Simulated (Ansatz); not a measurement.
# Ge: the cost of one run

Method: DFT PBEsol, scalar-relativistic, plane waves, PAW, in Ansatz 0.2.0.

## 1. The system as given

The structure is cubic, space group Fm-3m (No. 225). Conventional cell: a = 4.580 Å, b = 4.580 Å, c = 4.580 Å, α = 90.00°, β = 90.00°, γ = 90.00°. Around Ge (site symmetry m-3m) lie 12 Ge at 3.24 Å.

Coordinates:

```cif
data_structure
_symmetry_space_group_name_H-M 'Fm-3m'
_symmetry_Int_Tables_number 225
_cell_length_a 4.5798
_cell_length_b 4.5798
_cell_length_c 4.5798
_cell_angle_alpha 90.000
_cell_angle_beta 90.000
_cell_angle_gamma 90.000
_cell_volume 96.06
loop_
_atom_site_label
_atom_site_type_symbol
_atom_site_symmetry_multiplicity
_atom_site_Wyckoff_symbol
_atom_site_fract_x
_atom_site_fract_y
_atom_site_fract_z
_atom_site_occupancy
Ge1 Ge 4 a 0.00000 0.00000 0.00000 1
```

This is candidate A: fcc type (Fm-3m, No. 225).

(A quick probe on a coarse mesh, which set the mesh and smearing, is not shown.)

## 3. A loose first relaxation (candidate A)

input.yaml

```yaml
crystal:
  lattice:
    - [0.0, 2.2899172241, 2.2899172241]
    - [2.2899172241, 0.0, 2.2899172241]
    - [2.2899172241, 2.2899172241, 0.0]
  atoms:
    - { symbol: Ge, position: [0.0, 0.0, 0.0] }
basis:
  ecutwfc: 420
kpoints:
  mp_grid: { grid: [6, 6, 6] }
hamiltonian:
  xc: pbesol
scf:
  occupations: { method: gaussian, width: 0.1 }
  lower_state_search: "off"
output:
  forces: true
  stress: true
  eigenvalues: true
relax:
  adjacent_minimum: "off"
  f_tol: 0.04
  max_steps: 70
  cell: { stress_tol: 0.4 }
```

**Question.** How long does this run take on 1 thread of an x86-64 CPU, shared host, and how much memory does it need?

About 1.5 s, with a peak of 0.45 GiB.
